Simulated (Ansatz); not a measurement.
**Al2Pt: response to strain**

Aim: deform Al2Pt (equal xy, yz and zx engineering shear strains of +1 %) and compute stress, forces and field gradients with LAPW, PAW and all-electron datasets made for the crystal.

Computed with Ansatz 0.2.0 (DFT LDA, scalar-relativistic, unless a step's input says otherwise).

### Step 1. The system as given

The structure is cubic, space group Fm-3m (No. 225). Conventional cell: a = 5.910 Å, b = 5.910 Å, c = 5.910 Å, α = 90.00°, β = 90.00°, γ = 90.00°. Al (site symmetry -43m) is surrounded by 4 Pt at 2.56 Å. Pt (site symmetry m-3m) is surrounded by 8 Al at 2.56 Å.

As a file:

```xyz
3
Lattice="0.0000 2.9550 2.9550 2.9550 0.0000 2.9550 2.9550 2.9550 0.0000" Properties=species:S:1:pos:R:3 pbc="T T T"
Al    1.4775    1.4775    1.4775
Al    4.4325    4.4325    4.4325
Pt    0.0000    0.0000    0.0000
```

Atoms are numbered in the order of the input: Al1, Al2, Pt3.

### Step 2. After the deformation

Space group Fm-3m before, R-3m after.

### Step 3. All-electron LAPW

input.yaml

```yaml
crystal:
  lattice:
    - [0.02955, 2.969775, 2.969775]
    - [2.969775, 0.02955, 2.969775]
    - [2.969775, 2.969775, 0.02955]
  atoms:
    - { symbol: Al, position: [0.25, 0.25, 0.25] }
    - { symbol: Al, position: [0.75, 0.75, 0.75] }
    - { symbol: Pt, position: [0.0, 0.0, 0.0] }
kpoints:
  mp_grid: { grid: [12, 12, 12] }
  band_path:
    path:
      - [0.0, 0.0, 0.0]
      - [0.5, 0.5, 0.5]
      - [0.247543133, 0.5, 0.752456867]
      - [-0.247543133, 0.247543133, 0.5]
      - [0.0, 0.0, 0.5]
      - [0.0, 0.0, 0.0]
      - [-0.3737715665, 0.0, 0.3737715665]
      - [0.0, 0.3737715665, 0.6262284335]
      - [0.0, 0.5, 0.5]
    npoints: 5
scf:
  occupations: { method: fermi_dirac, width: 0.08 }
hamiltonian:
  xc: lda
  pseudopotentials: { kind: all_electron, lapw: { basis_error: 0.001 } }
output:
  forces: true
  stress: true
  eigenvalues: true
```

The run is started by

```bash
> ansatz run input.yaml --threads 1 --pin off --max-ram 4096MiB --backend cpu --events-out ev --progress --plain --runs-dir out
```

The log of the run, shortened:

```text
LAPW: plane waves up to 8.247 Å⁻¹, error target 1.0e-3 eV per atom; small_component_spin mean_spin; Al in spheres of 1.139 Å, 11 of its electrons in bands, Dirac shells []; Pt in spheres of 1.411 Å, 42 of its electrons in bands, Dirac shells []
[...]
Pseudopotentials: kind: all_electron
Pseudopotential: Al, LAPW, valence charge 11, Koelling and Harmon's equation, gaussian nucleus
Pseudopotential: Pt, LAPW, valence charge 42, Koelling and Harmon's equation, gaussian nucleus
Functional definition: SPW92
[...]
Crystal: 3 atoms, lattice volume = 51.602 Å³
Basis set: ecut = 259.1377363027437 eV, 531 PW (Γ), exchange–correlation at level 2
Bands: 39, of which v1, the nominal top of the filled ones, is band 32 counted from 1 (31 counted from 0)
Symmetry: 12 space group operations
Space group: R-3m (ITA 166), of the structure as read, at distance tolerance 3.7e-5 Å
k-points: 189 of 1728
[...]
SCF iter   1: F=—  HF=-513848.702452 eV  |F-HF|=—  |Δ(HF+E_count)|=         —  Δρ=2.70e-2  dr2=2.11e-1  ethr=3.29e-4  ⟨swp⟩=2.8  Hψ=47497  notcnv=0
[...]
SCF iter   7: F=-513848.133567 eV  HF=-513848.133567 eV  |F-HF|=1.16e-9  |Δ(HF+E_count)|=   5.24e-7  Δρ=7.43e-6  dr2=1.38e-8  ethr=1.62e-9  ⟨swp⟩=2.0  Hψ=20598  notcnv=0
[...]
NSCF: frozen V_eff on 41 k-points
SCF converged after 7 iterations
Free energy (F): -513848.133567 eV
[...]
E sigma→0 (E₀):  -513848.120861 eV
Entropy (-TS):   -0.025413 eV (-8.471 meV/atom)
Fermi energy:    13.961717 eV
[...]
--- Forces (eV/Å), atoms counted from 1 ---
  atom   1  Al    -0.06884302    -0.06884302    -0.06884302
  atom   2  Al     0.06884302     0.06884302     0.06884302
  atom   3  Pt    -0.00000000     0.00000000    -0.00000000
[...]
--- Stress (GPa, compression-positive) ---
       -3.877475      -0.800777      -0.800777
       -0.800777      -3.877475      -0.800777
       -0.800777      -0.800777      -3.877475
  P = ⅓ Tr σ = -3.8775 GPa (-38.775 kbar)
--- Band table (eV; the first three rows and the last of 189) ---
[...]
```

Wall time 1.7 min (1 thread of Arm Neoverse V1, shared host); peak memory 0.92 GiB.

In short: pressure -3.88 GPa; no gap; largest force 0.119 eV/Å.

### Step 4. Frozen-core PAW

input.yaml

```yaml
crystal:
  lattice:
    - [0.02955, 2.969775, 2.969775]
    - [2.969775, 0.02955, 2.969775]
    - [2.969775, 2.969775, 0.02955]
  atoms:
    - { symbol: Al, position: [0.25, 0.25, 0.25] }
    - { symbol: Al, position: [0.75, 0.75, 0.75] }
    - { symbol: Pt, position: [0.0, 0.0, 0.0] }
kpoints:
  mp_grid: { grid: [12, 12, 12] }
scf:
  occupations: { method: fermi_dirac, width: 0.08 }
hamiltonian:
  xc: lda
  pseudopotentials: { kind: paw }
output:
  forces: true
  stress: true
  eigenvalues: true
  efg: { contact_densities: true }
```

The run is started by

```bash
> ansatz run input.yaml --threads 1 --pin off --max-ram 4096MiB --backend cpu --events-out ev --progress --plain --runs-dir out
```

The log of the run, shortened:

```text
Pt: output.efg is read without spin–orbit coupling, which moves field gradients at and beside such atoms by some per cent and up to a factor of two; PAW files take it under magnetization.noncollinear and magnetization.spin_orbit
[...]
Pseudopotentials: kind: paw
Pseudopotential: Al, paw, valence charge 3, recommended cutoff 420 eV (normal)
Pseudopotential: Pt, paw, valence charge 18, recommended cutoff 420 eV (normal)
Functional definition: SPW92
[...]
Crystal: 3 atoms, lattice volume = 51.602 Å³
Basis set: ecut = 420 eV, 971 PW (Γ)
Bands: 16, of which v1, the nominal top of the filled ones, is band 12 counted from 1 (11 counted from 0)
Symmetry: 12 space group operations
Space group: R-3m (ITA 166), of the structure as read, at distance tolerance 3.7e-5 Å
k-points: 189 of 1728
[...]
--- Stress (GPa, compression-positive) ---
       -3.891691      -0.799971      -0.799971
       -0.799971      -3.891691      -0.799971
       -0.799971      -0.799971      -3.891691
  P = ⅓ Tr σ = -3.8917 GPa (-38.917 kbar)
--- PAW observables at the nuclei: V_zz in 10²¹ V/m², potentials from the cell's mean, atoms counted from 1 ---
  atom   1  Al V_zz =    +0.106479   η = 0.0000   by run symmetry: allowed
            electrostatic potential = -1234.298202 V   contact ρ = 9984.976715 e/Å³
  atom   2  Al V_zz =    +0.106479   η = 0.0000   by run symmetry: allowed
            electrostatic potential = -1234.298202 V   contact ρ = 9984.976715 e/Å³
  atom   3  Pt V_zz =    -0.391957   η = 0.0000   by run symmetry: allowed
            electrostatic potential = -16114.378043 V   contact ρ = 12038837.999822 e/Å³
--- Band table (eV; the first three rows and the last of 189) ---
  k-point 0: bands = ["-87.8566", "-41.9972", "-41.9972", "-41.9833", "0.9072", "6.0644", "6.0655", "6.0655", "7.4256", "7.4256", "13.9269", "14.8370", "15.0055", "15.0055", "16.4199", "16.5934"]
[...]
```

It took 10 s on 1 thread of Arm Neoverse V1, shared host; peak memory 0.45 GiB.

Read from it: pressure -3.89 GPa; no gap; largest force 0.119 eV/Å; Vzz Al1 0.11 (η = 0.00), Pt3 -0.39 (η = 0.00) (10²¹ V/m²).

### Step 5. Datasets made for this crystal

Edit input.yaml of step 4 so:

```diff
@@ -15,3 +15,3 @@
   xc: lda
-  pseudopotentials: { kind: paw }
+  pseudopotentials: { kind: all_electron, datasets: crystal }
 output:
```

The run is started by

```bash
> ansatz run input.yaml --threads 1 --pin off --max-ram 4096MiB --backend cpu --events-out ev --progress --plain --runs-dir out
```

The log of the run, shortened:

```text
[...]
Pt: output.efg is read without spin–orbit coupling, which moves field gradients at and beside such atoms by some per cent and up to a factor of two; PAW files take it under magnetization.noncollinear and magnetization.spin_orbit
[...]
Pseudopotentials: kind: all_electron
Pseudopotential: Al, paw, valence charge 11, recommended cutoff 260 eV (normal), Koelling and Harmon's equation, gaussian nucleus
Pseudopotential: Pt, paw, valence charge 18, recommended cutoff 260 eV (normal), Koelling and Harmon's equation, gaussian nucleus
Functional definition: SPW92
[...]
Crystal: 3 atoms, lattice volume = 51.602 Å³
Basis set: ecut = 260 eV, 531 PW (Γ)
Bands: 12, of which v1, the nominal top of the filled ones, is band 8 counted from 1 (7 counted from 0)
Symmetry: 12 space group operations
Space group: R-3m (ITA 166), of the structure as read, at distance tolerance 3.7e-5 Å
[...]
--- Stress (GPa, compression-positive) ---
       -3.880090      -0.800892      -0.800892
       -0.800892      -3.880090      -0.800892
       -0.800892      -0.800892      -3.880090
  P = ⅓ Tr σ = -3.8801 GPa (-38.801 kbar)
  It holds what live shells' own plane waves past their cutoff add
--- PAW observables at the nuclei: V_zz in 10²¹ V/m², potentials from the cell's mean, atoms counted from 1 ---
  atom   1  Al V_zz =    +0.100735   η = 0.0000   by run symmetry: allowed
            electrostatic potential = -1231.253506 V   contact ρ = 9990.985354 e/Å³
  atom   2  Al V_zz =    +0.100735   η = 0.0000   by run symmetry: allowed
            electrostatic potential = -1231.253506 V   contact ρ = 9990.985354 e/Å³
  atom   3  Pt V_zz =    -0.393822   η = 0.0000   by run symmetry: allowed
            electrostatic potential = -16107.958558 V   contact ρ = 12031475.701520 e/Å³
--- Band table (eV; the first three rows and the last of 189) ---
  k-point 0: bands = ["3.7151", "8.8762", "8.8776", "8.8776", "10.2394", "10.2394", "16.7293", "17.6636", "17.8335", "17.8335"]
[...]
```

Wall time 25 s (1 thread of Arm Neoverse V1, shared host); peak memory 0.66 GiB.

In short: pressure -3.88 GPa; no gap; largest force 0.119 eV/Å; Vzz Al1 0.10 (η = 0.00), Pt3 -0.39 (η = 0.00) (10²¹ V/m²).

### Step 6. Stress and forces compared

Stress (GPa, compression positive):

```
          method     xx     yy     zz     yz     xz     xy
            LAPW  -3.88  -3.88  -3.88  -0.80  -0.80  -0.80
             PAW  -3.89  -3.89  -3.89  -0.80  -0.80  -0.80
crystal datasets  -3.88  -3.88  -3.88  -0.80  -0.80  -0.80
```

Forces (eV/Å):

```
atom  LAPW x  LAPW y  LAPW z   PAW x   PAW y   PAW z  crystal datasets x  crystal datasets y  crystal datasets z
 Al1  -0.069  -0.069  -0.069  -0.069  -0.069  -0.069              -0.069              -0.069              -0.069
 Al2   0.069   0.069   0.069   0.069   0.069   0.069               0.069               0.069               0.069
 Pt3   0.000   0.000   0.000   0.000   0.000   0.000               0.000               0.000               0.000
```

| method | pressure (GPa) | largest force (eV/Å) | Vzz Al1 (10²¹ V/m²) | Vzz Pt3 (10²¹ V/m²) | SCF cycles, by the record's count |
| --- | --- | --- | --- | --- | --- |
| LAPW | -3.88 | 0.119 | – | – | 7 |
| PAW | -3.89 | 0.119 | 0.11 | -0.39 | 7 |
| crystal datasets | -3.88 | 0.119 | 0.10 | -0.39 | 9 |

### Step 7. Outcome

```
                                 quantity                                              value
                                 pressure  LAPW -3.88, PAW -3.89, crystal datasets -3.88 GPa
largest shear or deviatoric stress (LAPW)                                           0.80 GPa
```

The largest part of the stress beyond the pressure is 0.80 GPa in size; the atoms are carried along and not relaxed. No run of the undeformed cell stands beside it, so pressure and stress hold what the given cell had before the change, as far as its symmetry allows. PAW: stress within 0.02 GPa of LAPW, forces within 1 meV/Å. Crystal datasets: stress within 0.01 GPa of LAPW, forces within 1 meV/Å. Spin-orbit coupling is left out, though the cell holds Pt; in elements this heavy it can shift bands and gaps by tenths of an eV.
